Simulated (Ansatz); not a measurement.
# C started in the widest void in diamond Si, 65 atoms, charge +1

Level of theory: DFT, PBEsol, PAW, plane waves (Ansatz).

Command:

```sh
ansatz run in.yaml --threads 7 --pin off --max-ram 26600MiB --runs-dir r --events-out ev --progress --plain
```

The input less its lattice and atoms (starting moments on atoms near the defect: 1 μB in all):

```yaml
crystal:
  symmetry: { detect: false }
kpoints:
  mp_grid: { grid: [1, 1, 1], shift: [0.25, 0.25, 0.25] }
hamiltonian:
  xc: pbesol
total_charge: 1
magnetization:
  spin_polarized: true
scf:
  occupations: { method: fermi_dirac, width: 0.01 }
relax:
  f_tol: 0.03
  max_steps: 80
  escape_saddle: false
  adjacent_minimum: "off"
output:
  forces: true
  eigenvalues: true
  populations: true
  charged_corrections: { epsilon: 11.7 }
```

Start:

```
Si C
1.0
    10.86558    0.00000    0.00000
     0.00000   10.86558    0.00000
     0.00000    0.00000   10.86558
Si C
64 1
Cartesian
  0.0010 0.0196 10.8413
  10.8511 10.8541 5.4495
  0.0246 5.4265 10.8637
  0.0205 5.4162 5.4346
  5.4602 0.0309 0.0267
  5.4296 0.0152 5.4316
  5.4251 5.4380 0.0144
  5.4421 5.4242 5.4352
  1.3553 1.3194 1.3600
  1.3629 1.4114 6.7867
  1.3565 6.7898 1.3287
  1.3302 6.7954 6.7962
  6.8134 1.3676 1.3816
  6.7784 1.3526 6.7603
  6.7936 6.7553 1.3672
  6.7986 6.7872 6.7983
  2.7616 2.7426 0.0068
  2.7398 2.7477 5.4557
  2.7387 8.1268 10.8469
  2.7123 8.1562 5.4152
  8.1257 2.7205 0.0380
  8.1226 2.7352 5.4152
  8.1541 8.1285 10.8513
  8.1091 8.1636 5.4691
  4.0533 4.0715 1.3339
  4.0447 4.0748 6.7946
  4.0395 9.5093 1.3600
  4.0830 9.4801 6.7878
  9.4804 4.0911 1.3613
  9.4998 4.0551 6.8068
  9.5202 9.4539 1.3358
  9.4973 9.5165 6.7888
  2.7278 10.8645 2.7011
  2.7462 0.0144 8.1620
  2.7071 5.4181 2.7452
  2.7423 5.4451 8.1312
  8.1452 0.0383 2.7125
  8.1517 10.8422 8.1545
  8.1198 5.4552 2.6662
  8.1565 5.4460 8.1914
  4.0949 1.3389 4.0507
  4.0711 1.3863 9.5228
  4.0451 6.7920 4.0853
  4.0848 6.8039 9.5079
  9.5222 1.3707 4.0732
  9.5001 1.3672 9.5148
  9.5023 6.7746 4.1045
  9.4721 6.7638 9.4709
  0.0330 2.7489 2.7417
  0.0058 2.7008 8.1571
  0.0043 8.1521 2.7407
  10.8383 8.1649 8.1379
  5.4276 2.7518 2.7347
  5.4432 2.6959 8.1622
  5.4633 8.1706 2.7187
  5.4113 8.1672 8.1249
  1.3509 4.0740 4.0791
  1.3552 4.0656 9.4972
  1.3606 9.5234 4.0460
  1.3868 9.5085 9.5011
  6.7986 4.0613 4.0857
  6.7824 4.0576 9.4764
  6.7441 9.4972 4.1038
  6.8107 9.4911 9.5147
  4.0643 4.0737 4.0915
```

Steps:

```csv
step,energy less the first (eV),largest force component (eV/Å)
start,0.000,1.099
1,-0.646,0.479
2,-0.808,0.421
3,-1.007,0.598
4,-1.218,0.548
5,-1.415,0.315
6,-1.506,0.069
7,-1.527,0.258
8,-1.617,0.629
9,-1.796,1.486
10,-1.980,1.886
11,-2.224,1.010
12,-2.414,0.565
13,-2.615,0.443
14,-2.724,0.620
15,-2.754,0.425
16,-2.784,0.221
17,-2.808,0.044
18,-2.809,0.006
```

A structure on the way, about -0.81 eV from the start:

```
Si C
1.0
    10.86558    0.00000    0.00000
     0.00000   10.86558    0.00000
     0.00000    0.00000   10.86558
Si C
64 1
Direct
  0.99981 0.00006 0.00021
  0.00082 0.00093 0.50038
  0.00097 0.50046 0.00104
  0.99782 0.50186 0.50191
  0.50028 0.00114 0.00109
  0.50184 0.99786 0.50198
  0.50172 0.50202 0.99800
  0.49504 0.49484 0.49506
  0.12471 0.12504 0.12482
  0.12597 0.12620 0.62573
  0.12565 0.62593 0.12612
  0.12440 0.62600 0.62582
  0.62552 0.12611 0.12623
  0.62565 0.12463 0.62581
  0.62583 0.62584 0.12475
  0.62262 0.62278 0.62287
  0.24873 0.24891 0.99852
  0.25378 0.25400 0.49591
  0.24995 0.75006 0.00005
  0.24879 0.75107 0.50108
  0.74989 0.25018 0.00023
  0.75101 0.24892 0.50104
  0.75044 0.75068 0.99988
  0.74995 0.74998 0.50146
  0.37517 0.37540 0.11973
  0.37488 0.37531 0.62912
  0.37549 0.87531 0.12481
  0.37554 0.87452 0.62609
  0.87521 0.37566 0.12473
  0.87442 0.37572 0.62604
  0.87508 0.87545 0.12492
  0.87568 0.87589 0.62588
  0.24868 0.99894 0.24885
  0.24999 0.00002 0.74999
  0.25381 0.49533 0.25366
  0.24872 0.50139 0.75127
  0.74975 0.00010 0.25009
  0.75059 0.00014 0.75073
  0.75117 0.50143 0.24865
  0.75025 0.50151 0.75035
  0.37552 0.12026 0.37578
  0.37555 0.12473 0.87519
  0.37511 0.62884 0.37518
  0.37554 0.62625 0.87478
  0.87514 0.12461 0.37553
  0.87537 0.12495 0.87561
  0.87444 0.62610 0.37584
  0.87549 0.62568 0.87558
  0.99887 0.24908 0.24926
  0.99982 0.25018 0.74997
  0.99975 0.75027 0.25037
  0.99984 0.75072 0.75057
  0.49505 0.25424 0.25413
  0.50108 0.24899 0.75123
  0.50114 0.75129 0.24908
  0.50099 0.75013 0.75002
  0.12030 0.37582 0.37559
  0.12446 0.37572 0.87507
  0.12471 0.87531 0.37553
  0.12470 0.87564 0.87556
  0.62918 0.37530 0.37517
  0.62585 0.37576 0.87458
  0.62591 0.87453 0.37572
  0.62558 0.87589 0.87572
  0.36561 0.36582 0.36623
```

End:

```xyz
65
Lattice="10.8656 0.0000 0.0000 0.0000 10.8656 0.0000 0.0000 0.0000 10.8656" Properties=species:S:1:pos:R:3 pbc="T T T"
Si   10.8561    0.0396   10.8556
Si    0.0284    0.0573    5.4238
Si   10.8515    5.4527   10.8541
Si   10.8373    5.4750    5.4433
Si    5.4238    0.0565    0.0279
Si    5.5706   10.6703    5.5665
Si    5.4413    5.4721   10.8400
Si    5.4658    5.5269    5.4679
Si    1.3466    1.4116    1.3472
Si    1.4878    1.4346    6.6682
Si    1.3219    6.8540    1.3269
Si    1.3419    6.8196    6.8023
Si    6.6610    1.4316    1.4955
Si    6.7889    1.4123    6.7898
Si    6.8012    6.8168    1.3433
Si    6.8310    6.8501    6.8368
Si    2.7253    2.7505   10.8622
Si    2.8256    2.9824    5.3217
Si    2.6841    8.1664   10.8055
Si    2.7099    8.1473    5.4362
Si    8.0969    2.7266    0.0591
Si    8.1558    2.7501    5.4291
Si    8.1477    8.1914   10.8630
Si    8.2033    8.1644    5.4606
Si    4.0327    4.1895    1.3147
Si    4.1198    4.1935    6.8492
Si    4.0972    9.4511    1.2885
Si    4.0584    9.4468    6.8556
Si    9.5065    4.0956    1.3557
Si    9.5166    4.0949    6.8020
Si    9.4761    9.5755    1.3558
Si    9.5329    9.5756    6.7942
Si    2.5675   10.6804    2.5639
Si    2.7358    0.0529    8.1166
Si    2.6839    5.5256    2.6867
Si    2.6940    5.4774    8.1716
Si    8.1171    0.0516    2.7367
Si    8.1483    0.0462    8.1483
Si    8.1693    5.4748    2.6962
Si    8.1648    5.4451    8.1685
Si    4.0725    0.6747    4.0641
Si    4.0764    1.3920    9.5094
Si    4.0764    6.8151    4.0773
Si    4.0793    6.8134    9.5081
Si    9.5091    1.3922    4.0773
Si    9.5044    1.4087    9.5087
Si    9.5038    6.8138    4.0820
Si    9.5084    6.8334    9.5097
Si   10.8621    2.7510    2.7268
Si    0.0531    2.7299    8.1028
Si   10.8026    8.1690    2.6890
Si   10.8607    8.1929    8.1485
Si    5.3130    2.9821    2.8350
Si    5.4265    2.7505    8.1553
Si    5.4352    8.1461    2.7095
Si    5.4560    8.1671    8.2072
Si    1.3112    4.1912    4.0365
Si    1.3545    4.0976    9.5090
Si    1.2919    9.4541    4.0972
Si    1.3564    9.5751    9.4757
Si    6.8472    4.1915    4.1235
Si    6.7998    4.0919    9.5193
Si    6.8579    9.4430    4.0577
Si    6.7957    9.5753    9.5339
C     4.0784    2.4487    4.0879
```

The run converged.

Time: 5.5 min of wall time on 7 threads of a Neoverse-V2 processor, on a host shared with other runs; peak host memory 2.9 GiB.

(1) How much energy did the relaxation gain, and which atom moved most?

The moment started at 1 μB and ended at 1.0 μB; no other spin state is shown. The one k point has no symmetry partners, which can distort the end along one axis.

Answers

(1) 2.81 eV in 18 steps, from a start with small random displacements (neighbours that lie too close to an added atom are first pushed off); atom 65 (C) moved 1.63 Å, the median atom 0.07 Å (drift of the whole cell removed).
